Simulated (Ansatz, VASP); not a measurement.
**Two plane-wave programs on FePt**

Contents of INCAR:

```
PREC = Accurate
ENCUT = 600
EDIFF = 1E-7
ISMEAR = 0
SIGMA = 0.1
LREAL = F
LASPH = T
NELM = 150
ALGO = Fast
ISIF = 3
LWAVE = F
LCHARG = F
ISPIN = 2
MAGMOM = 4 0
LORBIT = 11
LMAXMIX = 4
GGA = PE
IBRION = 2
NSW = 90
EDIFFG = -0.04
```

The input KPOINTS:

```
Automatic mesh
0
Gamma
  6 6 6
```

Contents of POSCAR:

```
FePt
1.0
    2.9752993600      0.0000000000      0.0000000000
   -1.4876496800      2.5766848300      0.0000000000
    0.0000000000      0.0000000000      2.8965876900
Fe Pt
1 1
Direct
    0.6666666700      0.3333333300      0.5000000000
    0.0000000000      0.0000000000      0.0000000000
```

Input for Ansatz:

```yaml
crystal:
  lattice:
    - [2.97529936, 0.0, 0.0]
    - [-1.48764968, 2.57668483, 0.0]
    - [0.0, 0.0, 2.89658769]
  atoms:
    - { symbol: Fe, position: [0.66666667, 0.33333333, 0.5], spin: 4.0 }
    - { symbol: Pt, position: [0.0, 0.0, 0.0] }
basis:
  ecutwfc: 420
kpoints:
  mp_grid: { grid: [6, 6, 6] }
hamiltonian:
  xc: pbe
scf:
  occupations: { method: gaussian, width: 0.1 }
  lower_state_search: "off"
output:
  forces: true
  stress: true
  eigenvalues: true
  populations: true
magnetization:
  spin_polarized: true
relax:
  adjacent_minimum: "off"
  f_tol: 0.04
  max_steps: 70
  cell: { stress_tol: 0.4 }
```

Change from the starting cell: species swapped into the WC type (P-6m2, No. 187).

Alike in both runs: task relaxation of cell and atoms; functional PBE; k mesh 6 × 6 × 6; occupations gaussian, width 0.1 eV; collinear spin.

|  | VASP | Ansatz |
| --- | --- | --- |
| version | VASP 6.6.1 | Ansatz 0.2.0 |
| potentials or method | VASP PAW PBE potentials, release 64 (Fe, Pt) | scalar-relativistic, plane waves, PAW |
| plane-wave cutoff (eV) | 600 | 420 |
| valence electrons in the cell | 18 | 34 |

|  | VASP | Ansatz | Ansatz less VASP |
| --- | --- | --- | --- |
| gap on the k mesh at the Fermi level, each at its own relaxed structure (eV) | none | none | - |
| net moment per atom (μB) | 1.57 | 1.57 | +0.008 |
| size of the moment on the site where the two differ most (μB) | 2.88 | 2.93 | +0.050 |
| relaxed volume (Å³/atom) | 14.02 | 14.08 | +0.060 |
| relaxed cell length with the largest relative difference (Å) | 4.400 | 4.411 | +0.0114 |
| energy change over the relaxation (meV/atom) | -1726 | -1751 | -25.5 |

Site moments also hang on the region over which each program counts them. A gap of «none» marks a metal or a gap that the smearing closes. The two sets of potentials don't hold the same shells in valence.

Caveats: the k mesh is coarse (spacing up to 0.41 Å⁻¹), so the values aren't converged; the volume moved by over 15 % at a fixed basis, so the end points are rough (VASP). The runs have no spin-orbit coupling, so splittings on Pt are missing.
